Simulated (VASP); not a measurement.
# Fe (Im-3m) in VASP: further runs

One crystal, Fe, is run at these levels: PBEsol, PBE, PBE+D3(BJ); tasks: relaxation of cell and atoms, single point.

All numbers are computed with VASP 6.6.1; they aren't measurements. Logs are shortened: lines on timing, memory, paths and dates and some standing lists are left out, and cuts for length are marked.

**1. Starting point**

The structure is cubic, space group Im-3m (No. 229). The conventional cell has a = 2.886 Å, b = 2.886 Å, c = 2.886 Å, α = 90.00°, β = 90.00°, γ = 90.00°. Around Fe (site symmetry m-3m) lie 8 Fe at 2.50 Å.

**2. Relaxation of cell and atoms, PBEsol, collinear spin, ferromagnetic start, target pressure 30 GPa, at which the enthalpy is minimised**

INCAR

```
SYSTEM = Fe
  PREC = Accurate
  ENCUT = 600
  EDIFF = 1E-7
  ISMEAR = -1
  SIGMA = 0.05
  LREAL = .False.
  LASPH = .True.
  NELM = 150
  ALGO = Normal
  ISIF = 3
  LWAVE = .False.
  LCHARG = .False.
  ISPIN = 2
  MAGMOM = 3
  LORBIT = 11
  LMAXMIX = 4
  GGA = PS
  IBRION = 2
  NSW = 60
  EDIFFG = -0.005
  PSTRESS = 300
```

KPOINTS

```
Automatic mesh
0
Gamma
  10 10 10
  0 0 0
```

POSCAR

```
Fe
1.0
   -1.4430000000      1.4430000000      1.4430000000
    1.4430000000     -1.4430000000      1.4430000000
    1.4430000000      1.4430000000     -1.4430000000
Fe
1
Direct
    0.0000000000      0.0000000000      0.0000000000
```

Potentials or basis: VASP PAW PBE potentials, release 64 (Fe).

The run is started by

```bash
$ cat potpaw_PBE.64/Fe/POTCAR > POTCAR
$ mpirun -np 1 vasp_std > vasp.out
```

OUTCAR:

```text
SYSTEM = Fe
   PREC = Accurate
   ENCUT = 600
   EDIFF = 1E-7
   ISMEAR = -1
   LREAL = .False.
   LASPH = .True.
   NELM = 150
   ISIF = 3
   ISPIN = 2
   LORBIT = 11
   GGA = PS
   IBRION = 2
   NSW = 60
   EDIFFG = -0.005
   PSTRESS = 300

 ion  position               nearest neighbor table
   1  0.000  0.000  0.000-

  LATTYP: Found a body centered cubic cell.
 ALAT       =     2.8860000000

  Lattice vectors:

 A1 = (  -1.4430000000,   1.4430000000,   1.4430000000)
 A2 = (   1.4430000000,  -1.4430000000,   1.4430000000)
 A3 = (   1.4430000000,   1.4430000000,  -1.4430000000)

Analysis of symmetry for initial positions (statically):
=====================================================================
 Subroutine PRICEL returns:
 Original cell was already a primitive cell.

 Routine SETGRP: Setting up the symmetry group for a
 body centered cubic supercell.

 Subroutine GETGRP returns: Found 48 space group operations
 (whereof 48 operations were pure point group operations)
 out of a pool of 48 trial point group operations.

The static configuration has the point symmetry O_h .

Analysis of symmetry for dynamics (positions and initial velocities):
=====================================================================
 Subroutine PRICEL returns:
 Original cell was already a primitive cell.

 Routine SETGRP: Setting up the symmetry group for a
 body centered cubic supercell.

 Subroutine GETGRP returns: Found 48 space group operations
 (whereof 48 operations were pure point group operations)
 out of a pool of 48 trial point group operations.

The dynamic configuration has the point symmetry O_h .

Analysis of structural, dynamic, and magnetic symmetry:
=====================================================================
 Subroutine PRICEL returns:
 Original cell was already a primitive cell.

 Routine SETGRP: Setting up the symmetry group for a
 body centered cubic supercell.

 Subroutine GETGRP returns: Found 48 space group operations
 (whereof 48 operations were pure point group operations)
 out of a pool of 48 trial point group operations.

The overall configuration has the point symmetry O_h .

 Subroutine INISYM returns: Found 48 space group operations
 (whereof 48 operations are pure point group operations),
 and found     1 'primitive' translations

----------------------------------------------------------------------------------------

                                     Primitive cell

  volume of cell :      12.0187

  direct lattice vectors                    reciprocal lattice vectors
    -1.443000000  1.443000000  1.443000000     0.000000000  0.346500347  0.346500347
     1.443000000 -1.443000000  1.443000000     0.346500347  0.000000000  0.346500347
     1.443000000  1.443000000 -1.443000000     0.346500347  0.346500347  0.000000000

  length of vectors
     2.499349315  2.499349315  2.499349315     0.490025489  0.490025489  0.490025489

  position of ions in fractional coordinates (direct lattice)
     0.000000000  0.000000000  0.000000000

  ion indices of the primitive-cell ions
   primitive index   ion index
                 1           1

----------------------------------------------------------------------------------------

 KPOINTS: Automatic mesh

Automatic generation of k-mesh.
 Grid dimensions read from file:
 generate k-points for:   10   10   10

 Generating k-lattice:

  Cartesian coordinates                     Fractional coordinates (reciprocal lattice)
     0.000000000  0.034650035  0.034650035     0.100000000  0.000000000  0.000000000
     0.034650035  0.000000000  0.034650035     0.000000000  0.100000000  0.000000000
     0.034650035  0.034650035  0.000000000     0.000000000  0.000000000  0.100000000

  Length of vectors
     0.049002549  0.049002549  0.049002549

  Shift w.r.t. Gamma in fractional coordinates (k-lattice)
     0.000000000  0.000000000  0.000000000

 Subroutine IBZKPT returns following result:
 ===========================================

 Found     47 irreducible k-points:

 Following reciprocal coordinates:
            Coordinates               Weight
  0.000000  0.000000  0.000000      1.000000
  0.100000  0.000000  0.000000     12.000000
  0.200000  0.000000  0.000000     12.000000
  0.300000  0.000000  0.000000     12.000000
  0.400000  0.000000  0.000000     12.000000
  0.500000  0.000000  0.000000      6.000000
[... 16 lines left out ...]
  0.300000  0.300000  0.100000      8.000000
 -0.300000  0.300000  0.100000     24.000000
 [... further k-points ...]
   k-points           NKPTS =     47   k-points in BZ     NKDIM =     47   number of bands    NBANDS=     10
   number of dos      NEDOS =    301   number of ions     NIONS =      1
   total plane-waves  NPLWV =   8000
   dimension x,y,z NGX =    20 NGY =   20 NGZ =   20
   dimension x,y,z NGXF=    40 NGYF=   40 NGZF=   40
   ions per type =               1
   NGX,Y,Z   is equivalent  to a cutoff of  13.30, 13.30, 13.30 a.u.
   NGXF,Y,Z  is equivalent  to a cutoff of  26.61, 26.61, 26.61 a.u.
 SYSTEM =  Fe
   PREC   = accura    normal or accurate (medium, high low for compatibility)
   ISTART =      0    job   : 0-new  1-cont  2-samecut
   ICHARG =      2    charge: 1-file 2-atom 10-const
   ISPIN  =      2    spin polarized calculation?
   LNONCOLLINEAR =      F non collinear calculations
   LSORBIT =      F    spin-orbit coupling
   LASPH  =      T    aspherical Exc in radial PAW
   ENCUT  =  600.0 eV  44.10 Ry    6.64 a.u.   4.99  4.99  4.99*2*pi/ulx,y,z
   NELM   =    150;   NELMIN=  2; NELMDL= -5     # of ELM steps
   EDIFF  = 0.1E-06   stopping-criterion for ELM
   LREAL  =      F    real-space projection
   EDIFFG = -.5E-02   stopping-criterion for IOM
   NSW    =     60    number of steps for IOM
   IBRION =      2    ionic relax: 0-MD 1-quasi-New 2-CG
   NFREE  =      1    steps in history (QN), initial steepest desc. (CG)
   ISIF   =      3    stress and relaxation
   ISYM   =      2    0-nonsym 1-usesym 2-fastsym
   POTIM  = 0.5000    time-step for ionic-motion
   TEBEG  =    0.0;   TEEND  =   0.0 temperature during run
   PSTRESS=  300.0 pullay stress
   NELECT =       8.0000    total number of electrons
   NUPDOWN=      -1.0000    fix difference up-down
   EMIN   =  10.00;   EMAX   =-10.00  energy-range for DOS
   EFERMI =   0.00;   METHOD = LEGACY
   ISMEAR =    -1;   SIGMA  =   0.05  broadening in eV -4-tet -1-fermi 0-gaus
   EFERMI_NEDOS =   21; number of points for ismear=-14 and -15
   IALGO  =     38    algorithm
   IMIX   =      4    mixing-type and parameters
     AMIX     =   0.40;   BMIX     =  1.00
     AMIX_MAG =   1.60;   BMIX_MAG =  1.00
  volume/ion in A,a.u.               =      12.02        81.11
  Fermi-wavevector in a.u.,A,eV,Ry     =   1.429394  2.701162 27.798962  2.043166
  Thomas-Fermi vector in A             =   2.549352
   LORBIT       =     11    0 simple, 1 ext, 2 COOP (PROOUT), +10 PAW based schemes
   GGA     = PS    functional components
   LHFCALC =     F    Hartree Fock is set to
   AEXX    =    0.0000 exact exchange contribution
   IVDW    =     0    specifies the selected vdW correction
   LEPSILON=     F    determine dielectric tensor
   LRPA    =     F    only Hartree local field effects (RPA)
 conjugate gradient relaxation of ions
 spin polarized calculation
  energy-cutoff  :      600.00
  volume of cell :       12.02
 maximum number of plane-waves:       418
   NGX =  9   NGY =  9   NGZ =  9

--------------------------------------- Ionic step        1  -------------------------------------------

 number of electron       7.9999995 magnetization       2.1877077

 Free energy of the ion-electron system (eV)
  ---------------------------------------------------
  ext. energy  EPLUGINS =         0.00000000
  ---------------------------------------------------
  free energy    TOTEN  =        -8.84743398 eV

  energy without entropy =       -8.83804627  energy(sigma->0) =       -8.84274013

------------------------ aborting loop because EDIFF is reached ----------------------------------------

  FORCE on cell =-STRESS in cart. coord.  units (eV):
  Direction    XX          YY          ZZ          XY          YZ          ZX
  --------------------------------------------------------------------------------------
  -------------------------------------------------------------------------------------
  Total       -1.4615916     -1.4615916     -1.4615916      0.0000000     -0.0000000     -0.0000000
  in kB     -194.8397869   -194.8397869   -194.8397869      0.0000000     -0.0000000     -0.0000000
  external PRESSURE =    -494.8397869 kB  Pullay stress =     300.0000000 kB
[... 24 lines left out ...]
--------------------------------------- Ionic step        2  -------------------------------------------

 number of electron       8.0000002 magnetization       0.6023336

 E-fermi :  13.0281     XC(G=0): -16.6082

 val. band max:       13.0132669463   @ k =   0.3000   0.1000   0.1000
 cond. band min:      13.0359087842   @ k =   0.2000   0.2000   0.1000
 fundamental gap:      0.0226418378
 Fermi energy:        13.0280733311

 spin component 1

 k-point     1 :       0.0000    0.0000    0.0000
  band No.  band energies     occupation
      1       1.3909      1.00000
      2       9.3744      1.00000
      3       9.3744      1.00000
      4       9.3744      1.00000
      5      12.4646      0.99999
      6      12.4646      0.99999
      7      43.2451      0.00000
      8      43.2451      0.00000
      9      43.2451      0.00000
     10      53.2117      0.00000
[... 684 lines left out ...]
  energy  without entropy=       -8.8711492031  energy(sigma->0) =       -8.87486329

  enthalpy is  TOTEN    =        -7.0042220084 eV   P V=        1.8743553761

[... ionic steps 4 to 14 ...]

--------------------------------------- Ionic step       15  -------------------------------------------

 number of electron       8.0000005 magnetization       1.9201574

------------------------ aborting loop because EDIFF is reached ----------------------------------------
[... 69 lines left out ...]
--------------------------------------- Ionic step       17  -------------------------------------------

 number of electron       8.0000005 magnetization       1.9188710

 Free energy of the ion-electron system (eV)
  ---------------------------------------------------
  ext. energy  EPLUGINS =         0.00000000
  ---------------------------------------------------
  free energy    TOTEN  =        -8.83526275 eV

  energy without entropy =       -8.82891795  energy(sigma->0) =       -8.83209035

 E-fermi :   7.5140     XC(G=0): -14.1806

 val. band max:        7.5138096732   @ k =  -0.2000   0.3000   0.1000
 cond. band min:       7.5141447343   @ k =  -0.2000   0.2000   0.2000
 fundamental gap:      0.0003350612
 Fermi energy:         7.5139660374

 spin component 1

 k-point     1 :       0.0000    0.0000    0.0000
  band No.  band energies     occupation
      1      -2.0685      1.00000
      2       4.7829      1.00000
      3       4.7829      1.00000
      4       4.7829      1.00000
      5       6.3871      1.00000
      6       6.3871      1.00000
      7      33.8341      0.00000
      8      33.8341      0.00000
      9      33.8341      0.00000
     10      40.0347      0.00000
[... 647 lines left out ...]
  energy  without entropy=       -8.8289179472  energy(sigma->0) =       -8.83209035

  enthalpy is  TOTEN    =        -7.0124409451 eV   P V=        1.8228218050

 reached required accuracy - stopping structural energy minimisation

 total charge

# of ion       s       p       d       tot
------------------------------------------
    1        0.563   0.698   6.387   7.649

 magnetization (x)

# of ion       s       p       d       tot
------------------------------------------
    1       -0.010  -0.049   1.945   1.885
```

It took 56 s on 1 thread of AMD EPYC 9R45 (Zen 5), shared host; peak memory 0.12 GiB.

What came out:

| Property | Result |
| --- | --- |
| Free energy | -8.8353 eV |
| Relaxed volume | 9.73 Å³/atom |
| Relaxed cell | a = 2.330 Å, b = 2.330 Å, c = 2.330 Å, α = 109.47°, β = 109.47°, γ = 109.47° |
| Space group after relaxing (to 0.05 Å) | Im-3m (No. 229) |
| Energy change on relaxing (the enthalpy is what falls) | +12.2 meV/atom |
| Ionic steps | 17 |
| Pressure after relaxing | 30.0 GPa |
| Band gap on the k mesh | none (metal or under the smearing width) |
| Net moment | 1.92 μB per cell |
| Site moments | Fe +1.89 μB |
| Valence electrons inside the program's atomic spheres | Fe 7.65 |

The path:
| step | energy change (eV) | largest force (eV/Å) | pressure (GPa) | volume (Å³) |
| --- | --- | --- | --- | --- |
| 1 | 0.0000 | 0.0000 | -19.48 | 12.02 |
| 2 | 2.6627 | 0.0000 | 324.27 | 6.65 |
| 3 | -0.0311 | 0.0000 | 20.80 | 10.01 |
| 4 | -0.0061 | 0.0000 | 26.28 | 9.84 |
| 5 | 0.0132 | 0.0000 | 30.23 | 9.73 |
| 6 | 0.0054 | 0.0000 | 28.65 | 9.77 |
| 7 | 0.0058 | 0.0000 | 28.77 | 9.77 |
| 8 | 0.0070 | 0.0000 | 28.97 | 9.76 |
| 9 | 0.0070 | 0.0000 | 28.99 | 9.76 |
| 10 | 0.0071 | 0.0000 | 29.03 | 9.76 |
| 11 | 0.0072 | 0.0000 | 29.04 | 9.76 |
| 12 | 0.0074 | 0.0000 | 29.10 | 9.76 |
| 13 | 0.0079 | 0.0000 | 29.20 | 9.76 |
| 14 | 0.0088 | 0.0000 | 29.33 | 9.75 |
| 15 | 0.0107 | 0.0000 | 29.70 | 9.74 |
| 16 | 0.0144 | 0.0000 | 30.44 | 9.72 |
| 17 | 0.0122 | 0.0000 | 30.03 | 9.73 |

Final structure:
```xyz
1
Lattice="-1.3451 1.3451 1.3451 1.3451 -1.3451 1.3451 1.3451 1.3451 -1.3451" Properties=species:S:1:pos:R:3 pbc="T T T"
Fe    0.0000    0.0000    0.0000
```

Caveat: the cell is relaxed towards a set pressure, so the enthalpy falls and the energy may rise; the volume moved by over 15 % at a fixed basis, so the end points are rough; the PAW data sets were made with another functional, which shifts forces and pressure a little.

**3. Relaxation of cell and atoms, PBEsol, collinear spin, ferromagnetic start**

INCAR: that of step 2 with these lines changed.

```diff
@@ -21,2 +21,2 @@
   EDIFFG = -0.005
-  PSTRESS = 300
+  PSTRESS = 0
```

KPOINTS is that of step 2.

POSCAR is that of step 2.

Potentials or basis: VASP PAW PBE potentials, release 64 (Fe).

The run is started by

```bash
$ cat potpaw_PBE.64/Fe/POTCAR > POTCAR
$ mpirun -np 1 vasp_std > vasp.out
```

OUTCAR:

```text
SYSTEM = Fe
   PREC = Accurate
   ENCUT = 600
   EDIFF = 1E-7
   ISMEAR = -1
   LREAL = .False.
   LASPH = .True.
   NELM = 150
   ISIF = 3
   ISPIN = 2
   LORBIT = 11
   GGA = PS
   IBRION = 2
   NSW = 60
   EDIFFG = -0.005
   PSTRESS = 0

 ion  position               nearest neighbor table
   1  0.000  0.000  0.000-

  LATTYP: Found a body centered cubic cell.
 ALAT       =     2.8860000000

  Lattice vectors:

 A1 = (  -1.4430000000,   1.4430000000,   1.4430000000)
 A2 = (   1.4430000000,  -1.4430000000,   1.4430000000)
 A3 = (   1.4430000000,   1.4430000000,  -1.4430000000)

Analysis of symmetry for initial positions (statically):
=====================================================================
 Subroutine PRICEL returns:
 Original cell was already a primitive cell.

 Routine SETGRP: Setting up the symmetry group for a
 body centered cubic supercell.

 Subroutine GETGRP returns: Found 48 space group operations
 (whereof 48 operations were pure point group operations)
 out of a pool of 48 trial point group operations.

The static configuration has the point symmetry O_h .

Analysis of symmetry for dynamics (positions and initial velocities):
=====================================================================
 Subroutine PRICEL returns:
 Original cell was already a primitive cell.

 Routine SETGRP: Setting up the symmetry group for a
 body centered cubic supercell.

 Subroutine GETGRP returns: Found 48 space group operations
 (whereof 48 operations were pure point group operations)
[... 339 lines left out ...]

 Free energy of the ion-electron system (eV)
  ---------------------------------------------------
  ext. energy  EPLUGINS =         0.00000000
  ---------------------------------------------------
  free energy    TOTEN  =        -8.92960170 eV

  energy without entropy =       -8.92241242  energy(sigma->0) =       -8.92600706

 E-fermi :   6.2413     XC(G=0): -13.5509

 val. band max:        6.2215160694   @ k =  -0.4000   0.5000   0.1000
 cond. band min:       6.2426606407   @ k =  -0.4000   0.5000   0.2000
 fundamental gap:      0.0211445712
 Fermi energy:         6.2412553323

 spin component 1

 k-point     1 :       0.0000    0.0000    0.0000
  band No.  band energies     occupation
      1      -2.6285      1.00000
      2       3.7554      1.00000
      3       3.7554      1.00000
      4       3.7554      1.00000
      5       5.1263      1.00000
      6       5.1263      1.00000
      7      31.5742      0.00000
      8      31.5742      0.00000
      9      31.5742      0.00000
     10      36.9955      0.00000
[... 287 lines left out ...]
 k-point    24 :      -0.3000    0.3000    0.1000
  band No.  band energies     occupation
      1       0.6669      1.00000
      2       3.2152      1.00000
      3       3.4862      1.00000
      4       4.7478      1.00000
      5       5.4817      1.00000
      6       5.6978      0.99998
      7      20.4178      0.00000
      8      26.2601      0.00000
      9      26.8786      0.00000
     10      33.3603      0.00000

 [... further k-points ...]

 spin component 2

 k-point     1 :       0.0000    0.0000    0.0000
  band No.  band energies     occupation
      1      -2.3775      1.00000
      2       5.6267      1.00000
      3       5.6268      1.00000
      4       5.6268      1.00000
      5       7.7097      0.00000
      6       7.7098      0.00000
      7      31.4805      0.00000
      8      31.4805      0.00000
      9      31.4805      0.00000
     10      37.2937      0.00000
[... 327 lines left out ...]
  FREE ENERGIE OF THE ION-ELECTRON SYSTEM (eV)
  ---------------------------------------------------
  free  energy   TOTEN  =        -8.9296017009 eV

  energy  without entropy=       -8.9224124200  energy(sigma->0) =       -8.92600706

 reached required accuracy - stopping structural energy minimisation

 total charge

# of ion       s       p       d       tot
------------------------------------------
    1        0.510   0.590   6.277   7.376

 magnetization (x)

# of ion       s       p       d       tot
------------------------------------------
    1       -0.014  -0.057   2.179   2.108
```

Run time: 27 s. Hardware: 1 thread of AMD EPYC 9R45 (Zen 5), shared host; peak memory 0.12 GiB.

What came out:

- Free energy: -8.9296 eV
- Relaxed volume: 10.83 Å³/atom
- Relaxed cell: a = 2.414 Å, b = 2.414 Å, c = 2.414 Å, α = 109.47°, β = 109.47°, γ = 109.47°
- Space group after relaxing (to 0.05 Å): Im-3m (No. 229)
- Energy gained by relaxing: 82.2 meV/atom
- Ionic steps: 6
- Pressure after relaxing: 0.0 GPa
- Band gap on the k mesh: none (metal or under the smearing width)
- Net moment: 2.12 μB per cell
- Site moments: Fe +2.11 μB
- Valence electrons inside the program's atomic spheres: Fe 7.38

The path:
```
step  energy change (eV)  largest force (eV/Å)  pressure (GPa)  volume (Å³)
   1              0.0000                0.0000          -19.48        12.02
   2              0.0286                0.0000           33.24         9.65
   3             -0.0822                0.0000           -0.11        10.84
   4             -0.0821                0.0000            0.38        10.82
   5             -0.0821                0.0000           -0.42        10.85
   6             -0.0822                0.0000            0.00        10.83
```

Final structure:
```
Fe
1.0
    -1.39387    1.39387    1.39387
     1.39387   -1.39387    1.39387
     1.39387    1.39387   -1.39387
Fe
1
Cartesian
  1.3939 1.3939 1.3939
```

Levels at points of the mesh, in eV from the Fermi level:
Spin up:
```csv
k point,band 3,band 4,band 5,band 6,band 7,band 8
"(0.00, 0.00, 0.00)",-2.49,-2.49,-1.11,-1.11,25.33,25.33
"(0.50, 0.00, 0.00)",-1.06,-0.90,0.36,0.42,7.69,18.63
"(0.50, 0.50, 0.50)",0.13,0.13,0.13,10.12,10.12,10.12
```
Spin down:
| k point | band 1 | band 2 | band 3 | band 4 | band 5 | band 6 | band 7 |
| --- | --- | --- | --- | --- | --- | --- | --- |
| (0.00, 0.00, 0.00) | -8.62 | -0.61 | -0.61 | -0.61 | 1.47 | 1.47 | 25.24 |
| (0.50, 0.00, 0.00) | -4.03 | -1.98 | 0.57 | 1.35 | 1.75 | 2.60 | 9.06 |
| (0.50, 0.50, 0.50) | -3.49 | -3.49 | 2.27 | 2.27 | 2.27 | 10.47 | 10.47 |

Caveat: the PAW data sets were made with another functional, which shifts forces and pressure a little.

(Part 1 of 2 ends here.)
